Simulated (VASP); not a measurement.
# Na (I4/mmm) in VASP: a series of runs

The runs below take Na through single point, relaxation of cell and atoms, with LDA.

Everything below comes from runs of VASP 6.6.1. Logs are shortened: lines on timing, memory, paths and dates and some standing lists are left out, and cuts for length are marked.

**1. Starting point**

Symmetry: I4/mmm, No. 139, tetragonal system. Conventional cell: a = 3.621 Å, b = 3.621 Å, c = 5.084 Å, α = 90.00°, β = 90.00°, γ = 90.00°. Na (site symmetry 4/mmm) has 12 Na at 3.61 to 3.62 Å as nearest neighbours.

This isn't the form of Na at room conditions, which is bcc.

**2. Single point, LDA**

INCAR reads:

```
SYSTEM = Na
PREC = Accurate ; ENCUT = 520
EDIFF = 1E-6 ; ISMEAR = 0
SIGMA = 0.15 ; LREAL = .FALSE.
LASPH = .TRUE. ; NELM = 100
ALGO = Fast ; ISIF = 2
LWAVE = .FALSE. ; LCHARG = .FALSE.
NBANDS = 10
```

KPOINTS reads:

```
Automatic mesh
0
G
  18 18 18
  0 0 0
```

POSCAR reads:

```
Na
1.0
   -1.8102542474      1.8102542474      2.5420818476
    1.8102542474     -1.8102542474      2.5420818476
    1.8102542474      1.8102542474     -2.5420818476
Na
1
Direct
    0.0000000000      0.0000000000      0.0000000000
```

Potentials or basis: VASP PAW LDA potentials, release 64 (Na_pv).

Launch:

```
$ cat potpaw_LDA.64/Na_pv/POTCAR > POTCAR
$ mpirun -np 1 vasp_std > vasp.out
```

OUTCAR:

```text
SYSTEM = Na
   PREC = Accurate
   ENCUT = 520
   EDIFF = 1E-6
   ISMEAR = 0
   LREAL = .FALSE.
   LASPH = .TRUE.
   NELM = 100
   ISIF = 2

 ion  position               nearest neighbor table
   1  0.000  0.000  0.000-

  LATTYP: Found a body centered tetragonal cell.
 ALAT       =     3.6205084948
 C/A-ratio  =     1.4042678542

  Lattice vectors:

 A1 = (  -1.8102542474,   1.8102542474,   2.5420818476)
 A2 = (   1.8102542474,  -1.8102542474,   2.5420818476)
 A3 = (   1.8102542474,   1.8102542474,  -2.5420818476)

Analysis of symmetry for initial positions (statically):
=====================================================================
 Subroutine PRICEL returns:
 Original cell was already a primitive cell.

 Routine SETGRP: Setting up the symmetry group for a
 body centered tetragonal supercell.

 Subroutine GETGRP returns: Found 16 space group operations
 (whereof 16 operations were pure point group operations)
 out of a pool of 16 trial point group operations.

The static configuration has the point symmetry D_4h.

Analysis of symmetry for dynamics (positions and initial velocities):
=====================================================================
 Subroutine PRICEL returns:
 Original cell was already a primitive cell.

 Routine SETGRP: Setting up the symmetry group for a
 body centered tetragonal supercell.

 Subroutine GETGRP returns: Found 16 space group operations
 (whereof 16 operations were pure point group operations)
 out of a pool of 16 trial point group operations.

The dynamic configuration has the point symmetry D_4h.

 Subroutine INISYM returns: Found 16 space group operations
 (whereof 16 operations are pure point group operations),
 and found     1 'primitive' translations

----------------------------------------------------------------------------------------

                                     Primitive cell

  volume of cell :      33.3218

  direct lattice vectors                    reciprocal lattice vectors
    -1.810254247  1.810254247  2.542081848     0.000000000  0.276204296  0.196689182
     1.810254247 -1.810254247  2.542081848     0.276204296  0.000000000  0.196689182
     1.810254247  1.810254247 -2.542081848     0.276204296  0.276204296  0.000000000

  length of vectors
     3.607800022  3.607800022  3.607800022     0.339080297  0.339080297  0.390611861

  position of ions in fractional coordinates (direct lattice)
     0.000000000  0.000000000  0.000000000

  ion indices of the primitive-cell ions
   primitive index   ion index
                 1           1

----------------------------------------------------------------------------------------

 KPOINTS: Automatic mesh

Automatic generation of k-mesh.
 Grid dimensions read from file:
 generate k-points for:   18   18   18

 Generating k-lattice:

  Cartesian coordinates                     Fractional coordinates (reciprocal lattice)
     0.000000000  0.015344683  0.010927177     0.055555556  0.000000000  0.000000000
     0.015344683  0.000000000  0.010927177     0.000000000  0.055555556  0.000000000
     0.015344683  0.015344683  0.000000000     0.000000000  0.000000000  0.055555556

  Length of vectors
     0.018837794  0.018837794  0.021700659

  Shift w.r.t. Gamma in fractional coordinates (k-lattice)
     0.000000000  0.000000000  0.000000000

 Subroutine IBZKPT returns following result:
 ===========================================

 Found    480 irreducible k-points:

 Following reciprocal coordinates:
            Coordinates               Weight
  0.000000  0.000000  0.000000      1.000000
  0.055556  0.000000  0.000000      8.000000
  0.111111  0.000000  0.000000      8.000000
  0.166667  0.000000 -0.000000      8.000000
  0.222222  0.000000 -0.000000      8.000000
  0.277778  0.000000  0.000000      8.000000
[... 16 lines left out ...]
 -0.277778  0.055556  0.000000     16.000000
 -0.222222  0.055556 -0.000000     16.000000
 [... further k-points ...]
   k-points           NKPTS =    480   k-points in BZ     NKDIM =    480   number of bands    NBANDS=     10
   number of dos      NEDOS =    301   number of ions     NIONS =      1
   total plane-waves  NPLWV =  21952
   dimension x,y,z NGX =    28 NGY =   28 NGZ =   28
   dimension x,y,z NGXF=    56 NGYF=   56 NGZF=   56
   ions per type =               1
   NGX,Y,Z   is equivalent  to a cutoff of  12.90, 12.90, 12.90 a.u.
   NGXF,Y,Z  is equivalent  to a cutoff of  25.80, 25.80, 25.80 a.u.
 SYSTEM =  Na
   PREC   = accura    normal or accurate (medium, high low for compatibility)
   ISTART =      0    job   : 0-new  1-cont  2-samecut
   ICHARG =      2    charge: 1-file 2-atom 10-const
   ISPIN  =      1    spin polarized calculation?
   LNONCOLLINEAR =      F non collinear calculations
   LSORBIT =      F    spin-orbit coupling
   LASPH  =      T    aspherical Exc in radial PAW
   ENCUT  =  520.0 eV  38.22 Ry    6.18 a.u.   6.71  6.71  6.71*2*pi/ulx,y,z
   NELM   =    100;   NELMIN=  2; NELMDL= -5     # of ELM steps
   EDIFF  = 0.1E-05   stopping-criterion for ELM
   LREAL  =      F    real-space projection
   EDIFFG = 0.1E-04   stopping-criterion for IOM
   NSW    =      0    number of steps for IOM
   IBRION =     -1    ionic relax: 0-MD 1-quasi-New 2-CG
   NFREE  =      0    steps in history (QN), initial steepest desc. (CG)
   ISIF   =      2    stress and relaxation
   ISYM   =      2    0-nonsym 1-usesym 2-fastsym
   POTIM  = 0.5000    time-step for ionic-motion
   TEBEG  =    0.0;   TEEND  =   0.0 temperature during run
   PSTRESS=    0.0 pullay stress
   NELECT =       7.0000    total number of electrons
   NUPDOWN=      -1.0000    fix difference up-down
   EMIN   =  10.00;   EMAX   =-10.00  energy-range for DOS
   EFERMI =   0.00;   METHOD = LEGACY
   ISMEAR =     0;   SIGMA  =   0.15  broadening in eV -4-tet -1-fermi 0-gaus
   EFERMI_NEDOS =   21; number of points for ismear=-14 and -15
   IALGO  =     68    algorithm
   IMIX   =      4    mixing-type and parameters
     AMIX     =   0.40;   BMIX     =  1.00
     AMIX_MAG =   1.60;   BMIX_MAG =  1.00
  volume/ion in A,a.u.               =      33.32       224.87
  Fermi-wavevector in a.u.,A,eV,Ry     =   0.973191  1.839064 12.886080  0.947100
  Thomas-Fermi vector in A             =   2.103550
   LORBIT       =      0    0 simple, 1 ext, 2 COOP (PROOUT), +10 PAW based schemes
   GGA     = CA    functional components
   LHFCALC =     F    Hartree Fock is set to
   AEXX    =    0.0000 exact exchange contribution
   IVDW    =     0    specifies the selected vdW correction
   LEPSILON=     F    determine dielectric tensor
   LRPA    =     F    only Hartree local field effects (RPA)
 non-spin polarized calculation
 RMM-DIIS sequential band-by-band and
 Gauss-broadening in eV      SIGMA  =   0.15
  energy-cutoff  :      520.00
  volume of cell :       33.32
 maximum number of plane-waves:       922
   NGX = 13   NGY = 13   NGZ = 13

 number of electron       6.9999992 magnetization

 Free energy of the ion-electron system (eV)
  ---------------------------------------------------
  ext. energy  EPLUGINS =         0.00000000
  ---------------------------------------------------
  free energy    TOTEN  =        -1.45748507 eV

  energy without entropy =       -1.45219321  energy(sigma->0) =       -1.45483914

 E-fermi :   0.4932     XC(G=0):  -7.0336

 val. band max:        0.4828717312   @ k =  -0.3889  -0.3889   0.3889
 cond. band min:       0.5001992376   @ k =  -0.2778   0.2778   0.2778
 fundamental gap:      0.0173275063
 Fermi energy:         0.4932074608

 k-point     1 :       0.0000    0.0000    0.0000
  band No.  band energies     occupation
      1     -24.3850      2.00000
      2     -24.3850      2.00000
      3     -24.3850      2.00000
      4      -3.0420      2.00000
      5      12.1502      0.00000
      6      12.1502      0.00000
      7      12.1789      0.00000
      8      13.5164      0.00000
      9      14.0095      0.00000
     10      14.0098      0.00000

 k-point     2 :       0.0556    0.0000    0.0000
  band No.  band energies     occupation
      1     -24.3866      2.00000
      2     -24.3853      2.00000
      3     -24.3852      2.00000
      4      -2.9866      2.00000
      5      11.2168      0.00000
      6      12.0414      0.00000
      7      12.0652      0.00000
      8      13.6536      0.00000
      9      14.1970      0.00000
     10      14.2037      0.00000

 k-point     3 :       0.1111    0.0000    0.0000
  band No.  band energies     occupation
      1     -24.3912      2.00000
      2     -24.3859      2.00000
      3     -24.3858      2.00000
      4      -2.8205      2.00000
      5       9.7974      0.00000
      6      11.8073      0.00000
      7      11.8407      0.00000
      8      13.4017      0.00000
      9      14.6567      0.00000
     10      14.6653      0.00000

 k-point     4 :       0.1667    0.0000   -0.0000
  band No.  band energies     occupation
      1     -24.3982      2.00000
      2     -24.3869      2.00000
      3     -24.3868      2.00000
      4      -2.5452      2.00000
      5       8.3712      0.00000
      6      11.5634      0.00000
      7      11.6078      0.00000
      8      13.0984      0.00000
      9      14.8554      0.00000
     10      14.9639      0.00000

 k-point     5 :       0.2222    0.0000   -0.0000
  band No.  band energies     occupation
      1     -24.4068      2.00000
      2     -24.3881      2.00000
      3     -24.3879      2.00000
      4      -2.1625      2.00000
      5       6.9967      0.00000
      6      11.3603      0.00000
      7      11.4160      0.00000
      8      12.8354      0.00000
      9      14.2423      0.00000
     10      14.3900      0.00000

 k-point     6 :       0.2778    0.0000    0.0000
  band No.  band energies     occupation
      1     -24.4159      2.00000
      2     -24.3894      2.00000
      3     -24.3891      2.00000
      4      -1.6750      2.00000
      5       5.6921      0.00000
      6      11.2151      0.00000
      7      11.2821      0.00000
      8      12.6424      0.00000
      9      13.6360      0.00000
     10      13.7789      0.00000
[... 183 lines left out ...]
 k-point    21 :      -0.3889    0.0556    0.0000
  band No.  band energies     occupation
      1     -24.4289      2.00000
      2     -24.3919      2.00000
      3     -24.3915      2.00000
      4      -0.5944      2.00000
      5       3.7420      0.00000
      6      10.5781      0.00000
      7      10.7319      0.00000
      8      12.0919      0.00000
      9      13.3569      0.00000
     10      13.6244      0.00000

 k-point    22 :      -0.3333    0.0556    0.0000
  band No.  band energies     occupation
      1     -24.4215      2.00000
      2     -24.3910      2.00000
      3     -24.3903      2.00000
      4      -1.2479      2.00000
      5       4.9105      0.00000
      6      10.5831      0.00000
      7      10.9183      0.00000
      8      12.3876      0.00000
      9      13.4316      0.00000
     10      14.1158      0.00000

 k-point    23 :      -0.2778    0.0556    0.0000
  band No.  band energies     occupation
      1     -24.4129      2.00000
      2     -24.3899      2.00000
      3     -24.3890      2.00000
      4      -1.8026      2.00000
      5       6.1604      0.00000
      6      10.6631      0.00000
      7      11.1102      0.00000
      8      12.8363      0.00000
      9      13.5626      0.00000
     10      14.6977      0.00000

 k-point    24 :      -0.2222    0.0556   -0.0000
  band No.  band energies     occupation
      1     -24.4041      2.00000
      2     -24.3886      2.00000
      3     -24.3877      2.00000
      4      -2.2547      2.00000
      5       7.4841      0.00000
      6      10.8207      0.00000
      7      11.3249      0.00000
      8      13.3482      0.00000
      9      13.7742      0.00000
     10      15.1045      0.00000

 [... further k-points ...]

------------------------ aborting loop because EDIFF is reached ----------------------------------------

  FORCE on cell =-STRESS in cart. coord.  units (eV):
  Direction    XX          YY          ZZ          XY          YZ          ZX
  --------------------------------------------------------------------------------------
  -------------------------------------------------------------------------------------
  Total       -0.0267107     -0.0267107     -0.0257970      0.0000000      0.0000000      0.0000000
  in kB       -1.2843010     -1.2843010     -1.2403700      0.0000000      0.0000000      0.0000000
  external PRESSURE =      -1.2696573 kB  Pullay stress =       0.0000000 kB

 VOLUME and BASIS-vectors are now :
 -----------------------------------------------------------------------------
  energy-cutoff  :      520.00
  volume of cell :       33.32
      direct lattice vectors                 reciprocal lattice vectors
    -1.810254247  1.810254247  2.542081848     0.000000000  0.276204296  0.196689182
     1.810254247 -1.810254247  2.542081848     0.276204296  0.000000000  0.196689182
     1.810254247  1.810254247 -2.542081848     0.276204296  0.276204296  0.000000000

 POSITION                                       TOTAL-FORCE (eV/Angst)
 -----------------------------------------------------------------------------------
      0.00000      0.00000      0.00000        -0.000000      0.000000      0.000000
 -----------------------------------------------------------------------------------
    total drift:                               -0.000000     -0.000000     -0.000000

  FREE ENERGIE OF THE ION-ELECTRON SYSTEM (eV)
  ---------------------------------------------------
  free  energy   TOTEN  =        -1.4574850663 eV

  energy  without entropy=       -1.4521932130  energy(sigma->0) =       -1.45483914
```

It took 49 s on 1 thread of Intel Xeon 6975P-C (Granite Rapids), shared host; peak memory 0.23 GiB.

Results:

```yaml
Free_energy: -1.4575 eV
Pressure: -0.1 GPa
Band_gap_on_the_k_mesh: none (metal or under the smearing width)
```

**3. Single point, LDA**

INCAR reads:

```
ALGO = Fast ; EDIFF = 1E-7
ENCUT = 520 ; GGA = CA
ISIF = 2 ; ISMEAR = 0
LASPH = True ; LCHARG = False
LREAL = False ; LWAVE = False
NBANDS = 10 ; NELM = 100
PREC = Accurate ; SIGMA = 0.1
```

KPOINTS reads:

```
k-points
0
Gamma
  16 16 16
```

POSCAR is that of step 2.

Potentials or basis: VASP PAW LDA potentials, release 64 (Na_pv).

Launch:

```
$ cat potpaw_LDA.64/Na_pv/POTCAR > POTCAR
$ mpirun -np 1 vasp_std > vasp.out
```

OUTCAR:

```text
EDIFF = 1E-7
   ENCUT = 520
   GGA = CA
   ISIF = 2
   ISMEAR = 0
   LASPH = True
   LREAL = False
   NELM = 100
   PREC = Accurate

 ion  position               nearest neighbor table
   1  0.000  0.000  0.000-

  LATTYP: Found a body centered tetragonal cell.
 ALAT       =     3.6205084948
 C/A-ratio  =     1.4042678542

  Lattice vectors:

 A1 = (  -1.8102542474,   1.8102542474,   2.5420818476)
 A2 = (   1.8102542474,  -1.8102542474,   2.5420818476)
 A3 = (   1.8102542474,   1.8102542474,  -2.5420818476)
[... 492 lines left out ...]
     10      14.7289      0.00000

 [... further k-points ...]

------------------------ aborting loop because EDIFF is reached ----------------------------------------

  FORCE on cell =-STRESS in cart. coord.  units (eV):
  Direction    XX          YY          ZZ          XY          YZ          ZX
  --------------------------------------------------------------------------------------
  -------------------------------------------------------------------------------------
  Total       -0.0049233     -0.0049233      0.0011192      0.0000000     -0.0000000      0.0000000
  in kB       -0.2367213     -0.2367213      0.0538111      0.0000000     -0.0000000      0.0000000
  external PRESSURE =      -0.1398772 kB  Pullay stress =       0.0000000 kB

 VOLUME and BASIS-vectors are now :
 -----------------------------------------------------------------------------
  energy-cutoff  :      520.00
  volume of cell :       33.32
      direct lattice vectors                 reciprocal lattice vectors
    -1.810254247  1.810254247  2.542081848     0.000000000  0.276204296  0.196689182
     1.810254247 -1.810254247  2.542081848     0.276204296  0.000000000  0.196689182
     1.810254247  1.810254247 -2.542081848     0.276204296  0.276204296  0.000000000

 POSITION                                       TOTAL-FORCE (eV/Angst)
 -----------------------------------------------------------------------------------
      0.00000      0.00000      0.00000         0.000000     -0.000000     -0.000000
 -----------------------------------------------------------------------------------
    total drift:                               -0.000000     -0.000000     -0.000000

  FREE ENERGIE OF THE ION-ELECTRON SYSTEM (eV)
  ---------------------------------------------------
  free  energy   TOTEN  =        -1.4569550288 eV

  energy  without entropy=       -1.4549731725  energy(sigma->0) =       -1.45596410
```

stdout:

```text
POSCAR found type information on POSCAR Na
 POSCAR found :  1 types and       1 ions
 scaLAPACK will be used
 LDA part: xc-table for (Slater(with rela. corr.)+CA(PZ))
 , standard interpolation
 POSCAR, INCAR and KPOINTS ok, starting setup
 FFT: planning ... GRIDC
 FFT: planning ... GRID_SOFT
 FFT: planning ... GRID
 WAVECAR not read
 entering main loop
WARNING in EDDRMM: call to ZHEGV failed, returncode =   8  4     10
```

Wall time 42 s (1 thread of Intel Xeon 6975P-C (Granite Rapids), shared host); peak memory 0.2 GiB.

What came out:

- Free energy: -1.4570 eV
- Pressure: 0.0 GPa
- Band gap on the k mesh: none (metal or under the smearing width)

**4. Relaxation of cell and atoms, LDA**

This run uses another cell than the first one, of 37.61 Å³/atom, 1.129 times its volume.

INCAR reads:

```
ALGO = Fast ; EDIFF = 1E-6
EDIFFG = -0.005 ; ENCUT = 600
GGA = CA ; IBRION = 2
ISIF = 3 ; ISMEAR = 0
LASPH = True ; LCHARG = False
LREAL = False ; LWAVE = False
NELM = 100 ; NSW = 100
PREC = Accurate ; SIGMA = 0.1
```

KPOINTS is that of step 3.

POSCAR reads:

```
Na
1.0
   -1.8882910800      1.8882910800      2.6372766800
    1.8882910800     -1.8882910800      2.6372766800
    1.8882910800      1.8882910800     -2.6372766800
Na
1
Direct
    0.0000000000      0.0000000000      0.0000000000
```

Launch:

```
$ cat potpaw_LDA.64/Na_pv/POTCAR > POTCAR
$ mpirun -np 1 vasp_std > vasp.out
```

Wall time 3.1 min (1 thread of Intel Xeon 6975P-C (Granite Rapids), shared host); peak memory 0.23 GiB.

Results (log left out):

| Item | Value |
| --- | --- |
| Free energy | -1.4574 eV |
| Relaxed volume | 33.28 Å³/atom |
| Relaxed cell | a = 3.605 Å, b = 3.605 Å, c = 3.605 Å, α = 119.68°, β = 119.68°, γ = 90.55° |
| Space group after relaxing (to 0.05 Å) | I4/mmm (No. 139) |
| Energy gained by relaxing | 13.4 meV/atom |
| Ionic steps | 11 |
| Pressure after relaxing | 0.0 GPa |
| Band gap on the k mesh | none (metal or under the smearing width) |

Step by step:
```csv
step,energy change (eV),largest force (eV/Å),pressure (GPa),volume (Å³)
1,0.0000,0.0000,-0.87,37.61
2,-0.0056,0.0000,-0.81,36.51
3,-0.0134,0.0000,-0.04,33.34
4,-0.0134,0.0000,0.10,33.18
5,-0.0134,0.0000,-0.11,33.34
6,-0.0134,0.0000,0.03,33.26
7,-0.0134,0.0000,-0.02,33.28
8,-0.0134,0.0000,-0.05,33.27
9,-0.0134,0.0000,0.03,33.27
10,-0.0134,0.0000,0.02,33.27
11,-0.0134,0.0000,0.00,33.28
```

Final structure:
```
Na
1.0
    -1.81095    1.81095    2.53658
     1.81095   -1.81095    2.53658
     1.81095    1.81095   -2.53658
Na
1
Direct
  0.00000 0.00000 0.00000
```

Levels at points of the mesh, in eV from the Fermi level:
```csv
k point,band 1,band 2,band 3,band 4,band 5,band 6,band 7
"(0.00, 0.00, 0.00)",-24.86,-24.86,-24.86,-3.52,11.68,11.68,11.72
"(0.50, 0.00, 0.00)",-24.92,-24.87,-24.87,0.59,1.02,10.62,10.76
"(0.50, 0.50, 0.00)",-24.91,-24.88,-24.88,1.85,2.42,6.62,7.66
"(0.50, 0.50, 0.50)",-24.91,-24.88,-24.88,1.95,2.52,6.53,7.55
```

**5. Overview**

| task | cell | k mesh | cutoff (eV) | smearing | gap on the mesh (eV) | pressure (GPa) |
| --- | --- | --- | --- | --- | --- | --- |
| single point | I4/mmm, 33.32 Å³/atom | 18 × 18 × 18 | 520 | gaussian 0.15 eV | none | -0.1 |
| single point | I4/mmm, 33.32 Å³/atom | 16 × 16 × 16 | 520 | gaussian 0.1 eV | none | 0.0 |
| relaxation of cell and atoms | relaxed | 16 × 16 × 16 | 600 | gaussian 0.1 eV | none | 0.0 |

Alike in all rows: level LDA; potentials or basis VASP PAW LDA potentials, release 64 (Na_pv); no spin polarisation.

Absolute energies hang on the potentials; compare differences alone.
